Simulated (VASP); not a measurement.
Wanted: the native input for a VASP 6.6.1 run.

| Property | Result |
| --- | --- |
| Task | band structure |
| Functional | r2SCAN-EpsX |
| Potentials or basis | VASP PAW PBE potentials, release 64 (Ce, O) |
| Cutoff | 520 eV |
| k mesh | 6 × 6 × 6 |
| Occupations | gaussian, width 0.02 eV |
| Spin | collinear spin, ferromagnetic start |
| Starting moments | [1.0, 0.0, 0.0] μB |
| Ladder | gaps |
| Grid for exact exchange (PRECFOCK) | Fast |
| Exchange at q = 0 | truncated |
| Share of exact exchange | 0.128 |
| Further INCAR settings | ALGO = Normal; EDIFF = 1e-07; NBANDS = 23 |

CeO2:

```
Ce O
1.0
     0.00000    2.70365    2.70365
     2.70365    0.00000    2.70365
     2.70365    2.70365    0.00000
Ce O
1 2
Direct
  0.00000 0.00000 0.00000
  0.75000 0.75000 0.75000
  0.25000 0.25000 0.25000
```

These files were run (other wordings do the same):

POSCAR

```
CeO2
1.0
    0.0000000000      2.7036500000      2.7036500000
    2.7036500000      0.0000000000      2.7036500000
    2.7036500000      2.7036500000      0.0000000000
Ce O
1 2
Direct
    0.0000000000      0.0000000000      0.0000000000
    0.7500000000      0.7500000000      0.7500000000
    0.2500000000      0.2500000000      0.2500000000
```

INCAR.step1

```
PREC = Accurate
ENCUT = 520
EDIFF = 1E-8
ISMEAR = 0
SIGMA = 0.02
LREAL = F
LASPH = T
NELM = 100
ALGO = Normal
ISIF = 2
LWAVE = F
LCHARG = F
ISPIN = 2
MAGMOM = 1 0 0
LORBIT = 11
LMAXMIX = 6
GGA = PE
LEPSILON = T
KPAR = 4
```

KPOINTS.step1

```
Automatic mesh
0
G
  10 10 10
  0 0 0
```

INCAR.step2

```
PREC = Accurate
ENCUT = 520
EDIFF = 1E-5
ISMEAR = 0
SIGMA = 0.02
LREAL = F
LASPH = T
NELM = 100
ALGO = Normal
ISIF = 2
LWAVE = T
LCHARG = F
ISPIN = 2
MAGMOM = 1 0 0
LORBIT = 11
LMAXMIX = 6
NBANDS = 23
GGA = PE
KPAR = 4
```

KPOINTS.step2

```
regular mesh
0
Gamma
  6 6 6
```

INCAR.step3

```
PREC = Accurate
ENCUT = 520
EDIFF = 1E-7
ISMEAR = 0
SIGMA = 0.02
LREAL = F
LASPH = T
NELM = 100
ALGO = Normal
ISIF = 2
LWAVE = F
LCHARG = F
ISPIN = 2
MAGMOM = 1 0 0
LORBIT = 11
LMAXMIX = 6
METAGGA = R2SCAN
LHFCALC = T
AEXX = 0.128
LMIXTAU = T
PRECFOCK = Fast
HFRCUT = -1
NBANDS = 23
ISTART = 1
KPAR = 4
```

KPOINTS.step3

```
regular mesh
0
Gamma
  6 6 6
```

KPOINTS_OPT

```
path GXWKGLUWLK,UX
10
line-mode
reciprocal
 0.0000000000  0.0000000000  0.0000000000  G
 0.5000000000  0.0000000000  0.5000000000  X

 0.5000000000  0.0000000000  0.5000000000  X
 0.5000000000  0.2500000000  0.7500000000  W

 0.5000000000  0.2500000000  0.7500000000  W
 0.3750000000  0.3750000000  0.7500000000  K

 0.3750000000  0.3750000000  0.7500000000  K
 0.0000000000  0.0000000000  0.0000000000  G

 0.0000000000  0.0000000000  0.0000000000  G
 0.5000000000  0.5000000000  0.5000000000  L

 0.5000000000  0.5000000000  0.5000000000  L
 0.6250000000  0.2500000000  0.6250000000  U

 0.6250000000  0.2500000000  0.6250000000  U
 0.5000000000  0.2500000000  0.7500000000  W

 0.5000000000  0.2500000000  0.7500000000  W
 0.5000000000  0.5000000000  0.5000000000  L

 0.5000000000  0.5000000000  0.5000000000  L
 0.3750000000  0.3750000000  0.7500000000  K

 0.6250000000  0.2500000000  0.6250000000  U
 0.5000000000  0.0000000000  0.5000000000  X
```

Potentials or basis: VASP PAW PBE potentials, release 64 (Ce, O).

Command:

```sh
$ cat potpaw_PBE.64/Ce/POTCAR potpaw_PBE.64/O/POTCAR > POTCAR
$ cp INCAR.step1 INCAR
$ cp KPOINTS.step1 KPOINTS
$ mpirun -np 4 vasp_std > vasp.out
$ cp INCAR.step2 INCAR
$ cp KPOINTS.step2 KPOINTS
$ mpirun -np 4 vasp_std > vasp.out
$ cp INCAR.step3 INCAR
$ cp KPOINTS.step3 KPOINTS
$ mpirun -np 4 vasp_std > vasp.out
```

Results of the run:

```yaml
Pressure: 0.1 GPa
Band_gap_on_the_k_mesh: 3.50 eV, indirect (least direct gap 3.61 eV)
Band_gap_along_the_path: 3.37 eV, indirect (least direct gap 3.50 eV)
Net_moment: 0.00 μB per cell
Valence_electrons_inside_the_program's_atomic_spheres: Ce 9.61; O 5.08
```

Caveat: the magnetic or orbital state may not be the lowest; the PAW data sets were made with another functional, which shifts forces and pressure a little; spin-orbit coupling is left out, which moves the levels of the heavy elements; the mesh misses the band edges, which the band path finds closer together.

Run time: 67 min on 4 MPI ranks on Intel(R) Xeon(R) 6975P-C (Granite Rapids), on a shared host, peak memory 0.49 GiB a rank.
